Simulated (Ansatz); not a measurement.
## Ionic part of the dielectric constant of CsCl at 1 GPa, mode by mode

Theory: DFT PBE, scalar-relativistic, plane waves, PAW in Ansatz. Cutoff 420 eV, 6×6×6 k-points (Γ-centred), fixed occupations. No spin polarisation. Phonons by linear response, acoustic sum rule imposed.

The structure is cubic, space group Pm-3m (No. 221). The conventional cell has a = 4.124 Å, b = 4.124 Å, c = 4.124 Å, α = 90.00°, β = 90.00°, γ = 90.00°. Cs (site symmetry m-3m) has 8 Cl at 3.57 Å as nearest neighbours. Cl (site symmetry m-3m) has 8 Cs at 3.57 Å as nearest neighbours.

Spin–orbit coupling is left out, which matters for heavy elements.

The primitive cell has V = 70.11 Å³ and ε∞,zz = 2.845. Each polar mode adds Δε = (4.92064×10⁷/V)·S/ν² along z, with S its oscillator strength in e²/amu, ν in cm⁻¹ and V in Å³.

Question: From these modes, find each Δε and ε0,zz.
```csv
ν (cm⁻¹),S_zz (e²/amu)
90.5,0.06344
```

Answer:
```tsv
ν (cm⁻¹)	Δε
90.5	5.43
```

The sum is 5.435, so ε0,zz = 8.28; the run's tensor has 8.28.

Question: Where do the longitudinal modes lie for a wave vector along z?

Answer: At 154 cm⁻¹. The Lyddane–Sachs–Teller product Π(ν_LO/ν_TO)² = 2.91 matches ε0/ε∞ = 2.91.